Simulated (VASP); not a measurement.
Write the native input for VASP 6.6.1 that does the following.

```yaml
Task: relaxation of cell and atoms
Functional: r2SCAN
Potentials_or_basis: VASP PAW PBE potentials, release 64 (Ti_sv)
Cutoff: 600 eV
k_mesh: 4 × 4 × 4
Occupations: gaussian, width 0.1 eV
Spin: no spin polarisation
Dipole_correction: no
Further_INCAR_settings: ALGO = Normal; EDIFF = 1e-07; IBRION = 2; EDIFFG = -0.04; NSW = 90; ISIF = 3
```

The system is Ti.

```
Ti
1.0
     2.19435   -3.71902    0.00000
     2.19435    3.71902    0.00000
     0.00000    0.00000    4.39454
Ti
4
Direct
  0.15250 0.84750 0.07850
  0.65250 0.34750 0.42150
  0.84750 0.15250 0.92150
  0.34750 0.65250 0.57850
```

The cell was built by a generator and needn't be a form met in nature.

The input as run:

POSCAR

```
Ti
1.0
    2.1943530355     -3.7190214569      0.0000000000
    2.1943530355      3.7190214569      0.0000000000
    0.0000000000      0.0000000000      4.3945437982
Ti
4
Direct
    0.1525000000      0.8475000000      0.0785000000
    0.6525000000      0.3475000000      0.4215000000
    0.8475000000      0.1525000000      0.9215000000
    0.3475000000      0.6525000000      0.5785000000
```

INCAR.step1

```
SYSTEM = Ti
ALGO = Normal
EDIFF = 1E-4
ENCUT = 600
GGA = PE
ISMEAR = 0
LASPH = .TRUE.
LCHARG = .FALSE.
LREAL = .FALSE.
LWAVE = .TRUE.
NELM = 100
PREC = Accurate
SIGMA = 0.1
```

INCAR.step2

```
SYSTEM = Ti
ALGO = Normal
EDIFF = 1E-7
EDIFFG = -0.04
ENCUT = 600
IBRION = 2
ISIF = 3
ISMEAR = 0
ISTART = 1
LASPH = .TRUE.
LCHARG = .FALSE.
LMIXTAU = .TRUE.
LREAL = .FALSE.
LWAVE = .FALSE.
METAGGA = R2SCAN
NELM = 100
NSW = 90
PREC = Accurate
SIGMA = 0.1
```

KPOINTS

```
k-points
0
G
  4 4 4
  0 0 0
```

Potentials or basis: VASP PAW PBE potentials, release 64 (Ti_sv).

Run with:

```sh
$ cat potpaw_PBE.64/Ti_sv/POTCAR > POTCAR
$ cp INCAR.step1 INCAR
$ mpirun -np 1 vasp_std > vasp.out
$ cp INCAR.step2 INCAR
$ mpirun -np 1 vasp_std > vasp.out
```

Results of the run:

- Relaxed volume: 18.49 Å³/atom
- Relaxed cell: a = 5.251 Å, b = 5.251 Å, c = 3.979 Å, α = 90.00°, β = 90.00°, γ = 137.63°
- Space group after relaxing (to 0.05 Å): Fmmm (No. 69)
- Energy gained by relaxing: 1005.0 meV/atom
- Ionic steps: 29
- Pressure after relaxing: 0.1 GPa
- Largest force after relaxing: 0.029 eV/Å
- Band gap on the k mesh: none (metal or under the smearing width)

Caveat: the k mesh is coarse (spacing up to 0.42 Å⁻¹), so the values aren't converged; the PAW data sets were made with another functional, which shifts forces and pressure a little.

Wall time 40 min on 1 thread of Intel(R) Xeon(R) 6975P-C (Granite Rapids), on a shared host, peak memory 0.24 GiB.
